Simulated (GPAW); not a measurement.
**Magnetic state of 1 ML Cr on Pd(111), fcc site, 3 substrate layers from several starts**

A self-consistent run ends on one state, which hangs on the start. Several orders of 1 ML Cr on Pd(111), fcc site, 3 substrate layers are started in GPAW and their energies compared.

Main program and level: GPAW 26.7.0; PBE; plane waves with GPAW's PAW setups, scalar-relativistic.

This is a report of a sequence of runs, with most program output left out.

## Step 1: Set-up

The cell holds 4 atoms: 3 Pd and 1 Cr. Cell: a = 2.753 Å, b = 2.753 Å, c = 20.624 Å, α = 90.0°, β = 90.0°, γ = 120.0°. pseudomorphic film on the substrate's lattice, hard-sphere layer spacings, unrelaxed, 14 A of vacuum. Vacuum lies along c.

Coordinates:

```cif
data_structure
_symmetry_space_group_name_H-M 'P 1'
_symmetry_Int_Tables_number 1
_cell_length_a 2.7528
_cell_length_b 2.7528
_cell_length_c 20.6237
_cell_angle_alpha 90.000
_cell_angle_beta 90.000
_cell_angle_gamma 120.000
_cell_volume 135.34
loop_
_atom_site_label
_atom_site_type_symbol
_atom_site_fract_x
_atom_site_fract_y
_atom_site_fract_z
_atom_site_occupancy
Pd1 Pd 0.00000 0.00000 0.33942 1
Pd2 Pd 0.66667 0.33333 0.44840 1
Pd3 Pd 0.33333 0.66667 0.55738 1
Cr4 Cr 0.00000 0.00000 0.66058 1
```

## Step 2: Run 1 (ferro +)

Parallel moments need no larger cell; this start tests for a ferromagnetic state only.

order1.py

```python
import json
import numpy as np
from ase import Atoms
from ase.parallel import paropen, parprint
from gpaw import GPAW

atoms = Atoms(['Pd', 'Pd', 'Pd', 'Cr'],
    cell=[[2.752767, 0.0, 0.0],
         [-1.376383, 2.383966, 0.0],
         [0.0, 0.0, 20.623738]],
    scaled_positions=[[0.0, 0.0, 0.339415],
         [0.666667, 0.333333, 0.448397],
         [0.333333, 0.666667, 0.55738],
         [0.0, 0.0, 0.660585]],
    pbc=True,
    magmoms=[0.0, 0.0, 0.0, 2.5])
atoms.calc = GPAW(mode={'name': 'pw', 'ecut': 500},
    xc='PBE',
    kpts={'size': (14, 14, 1), 'gamma': True},
    occupations={'name': 'fermi-dirac', 'width': 0.05},
    convergence={'density': 1e-05, 'energy': 1e-05},
    maxiter=250,
    symmetry={'tolerance': 1e-4},
    txt='order1.txt')
e = atoms.get_potential_energy(force_consistent=True)
res = {'free_energy': e, 'energy_sigma0': atoms.get_potential_energy(), 'fermi_energy': atoms.calc.get_fermi_level()}
res['moments'] = atoms.get_magnetic_moments().tolist()
res['total'] = atoms.get_magnetic_moment()
parprint('site moments (muB):', np.round(res['moments'], 3))
parprint(f"total moment: {res['total']:.3f} muB")
parprint(f'free energy: {e:.6f} eV')
atoms.calc.write('order1.gpw')
with paropen('results.json', 'w') as f:
    json.dump(res, f)
```

On the command line:

```bash
$ OMP_NUM_THREADS=1 mpirun -n 4 gpaw python order1.py > order1.log
```

Run time: 2 min. Hardware: 4 MPI ranks of Arm Neoverse V1, shared host; peak memory 0.97 GiB; 7.8 min of CPU time.

Spin moment in the augmentation sphere by atom:

```csv
atom,spin moment in the augmentation sphere (μB)
Pd1,-0.19
Pd2,-0.29
Pd3,0.01
Cr4,2.72
```

Numbers from this step:

| Quantity | Value |
| --- | --- |
| magnetization | 2.796 μB |
| final state | ferromagnetic |

After 45 cycles the largest moment stands at 2.72 μB.

## Step 3: Order 2, typed as antiferro q=(0,1/2,0) +-

Another pattern of signs weighs the neighbour shells otherwise.

This order needs a doubled cell of 8 atoms. Its mesh is chosen so that both cells sample the same points.

order2.py

```python
import json
import numpy as np
from ase import Atoms
from ase.parallel import paropen, parprint
from gpaw import GPAW

atoms = Atoms(['Pd', 'Pd', 'Pd', 'Pd', 'Pd', 'Pd', 'Cr', 'Cr'],
    cell=[[2.752767, 0.0, 0.0],
         [-2.752766, 4.767932, 0.0],
         [0.0, 0.0, 20.623738]],
    scaled_positions=[[0.0, 0.0, 0.339415],
         [0.0, 0.5, 0.339415],
         [0.666667, 0.1666665, 0.448397],
         [0.666667, 0.6666665, 0.448397],
         [0.333333, 0.3333335, 0.55738],
         [0.333333, 0.8333335, 0.55738],
         [0.0, 0.0, 0.660585],
         [0.0, 0.5, 0.660585]],
    pbc=True,
    magmoms=[0.0, 0.0, 0.0, 0.0, 0.0, 0.0, 2.5, -2.5])
atoms.calc = GPAW(mode={'name': 'pw', 'ecut': 500},
    xc='PBE',
    kpts={'size': (14, 7, 1), 'gamma': True},
    occupations={'name': 'fermi-dirac', 'width': 0.05},
    convergence={'density': 1e-05, 'energy': 1e-05},
    maxiter=250,
    symmetry={'tolerance': 1e-4},
    txt='order2.txt')
e = atoms.get_potential_energy(force_consistent=True)
res = {'free_energy': e, 'energy_sigma0': atoms.get_potential_energy(), 'fermi_energy': atoms.calc.get_fermi_level()}
res['moments'] = atoms.get_magnetic_moments().tolist()
res['total'] = atoms.get_magnetic_moment()
parprint('site moments (muB):', np.round(res['moments'], 3))
parprint(f"total moment: {res['total']:.3f} muB")
parprint(f'free energy: {e:.6f} eV')
atoms.calc.write('order2.gpw')
with paropen('results.json', 'w') as f:
    json.dump(res, f)
```

On the command line:

```bash
$ OMP_NUM_THREADS=1 mpirun -n 4 gpaw python order2.py > order2.log
```

Wall time 18 min (4 MPI ranks); peak memory 2 GiB.

Spin moment in the augmentation sphere by atom:

```csv
atom,spin moment in the augmentation sphere (μB)
Pd1,0.00
Pd2,0.00
Pd3,0.05
Pd4,-0.05
Pd5,0.00
Pd6,0.00
Cr7,3.08
Cr8,-3.08
```

This step gave:

```
magnetization : 0 μB
final state   : antiferromagnetic
```

It lies 474 meV a seeded atom under the first start, and its largest moment is 3.08 μB against 2.72 μB.

## Step 4: Start 3: no spin polarisation

A run without seeds gives the energy of the state without moments.

nospin.py

```python
import json
import numpy as np
from ase import Atoms
from ase.parallel import paropen, parprint
from gpaw import GPAW

atoms = Atoms(['Pd', 'Pd', 'Pd', 'Cr'],
    cell=[[2.752767, 0.0, 0.0],
         [-1.376383, 2.383966, 0.0],
         [0.0, 0.0, 20.623738]],
    scaled_positions=[[0.0, 0.0, 0.339415],
         [0.666667, 0.333333, 0.448397],
         [0.333333, 0.666667, 0.55738],
         [0.0, 0.0, 0.660585]],
    pbc=True)
atoms.calc = GPAW(mode={'name': 'pw', 'ecut': 500},
    xc='PBE',
    kpts={'size': (14, 14, 1), 'gamma': True},
    occupations={'name': 'fermi-dirac', 'width': 0.05},
    convergence={'density': 1e-05, 'energy': 1e-05},
    maxiter=250,
    symmetry={'tolerance': 1e-4},
    txt='nospin.txt')
e = atoms.get_potential_energy(force_consistent=True)
res = {'free_energy': e, 'energy_sigma0': atoms.get_potential_energy(), 'fermi_energy': atoms.calc.get_fermi_level()}
parprint(f'free energy: {e:.6f} eV')
atoms.calc.write('nospin.gpw')
with paropen('results.json', 'w') as f:
    json.dump(res, f)
```

On the command line:

```bash
$ OMP_NUM_THREADS=1 mpirun -n 4 gpaw python nospin.py > nospin.log
```

Wall time 40 s (4 MPI ranks); peak memory 0.84 GiB; 2.6 min of CPU time.

Numbers from this step:

```
final state : non-magnetic (no spin polarisation)
```

It lies 136 meV a seeded atom over the first start.

## Step 5: Energies of the orders

These are free energies at a smearing of 0.05 eV, so its entropy term is in the differences. They are divided by the number of seeded atoms, so that cells of unlike size compare. Wavevectors q in the names are fractions of the reciprocal vectors of the first run's cell.

Orders:

```csv
start,final state,typed order kept,energy over the lowest (meV a seeded atom),largest site moment (μB),net moment (μB a primitive cell),mesh matched,CPU time (s)
ferro +,ferromagnetic,yes,473.8,2.723,2.796,yes,467.6
"antiferro q=(0,1/2,0) +-",antiferromagnetic,yes,0,3.083,0.001097,yes,4298
no spin polarisation,non-magnetic,-,609.6,0,0,yes,158.9
```

## Step 6: Summary of results

```
lowest state found                 : antiferromagnetic (typed antiferro q=(0,1/2,0) +-)
largest site moment                : 3.08 μB
next state                         : ferromagnetic, 474 meV a seeded atom higher
energy gained by spin polarisation : 610 meV a seeded atom
```

**Reading.** The lowest state found is antiferromagnetic, reached from the start antiferro q=(0,1/2,0) +-, with moments up to 3.08 μB. The next state costs 474 meV a seeded atom. This is the lowest of 3 finished starts, no proof of the ground state.

[Logs and program files are shortened in this print: banners, set-up blocks, solver, clock and traceback lines can be left out without a mark of their own.]

[Logs are printed without paths, hosts, clocks, repeated set-up lines and the standing remarks that a program may print on its own settings, such as how far it seeks lower states.]

[Hosts, paths, dates, database ids (printed as entryN), source tags and the programs' standing remarks are cut or masked in the printed files.]

[Where a cell is said to come from a database of computed structures, the database is the Materials Project.]
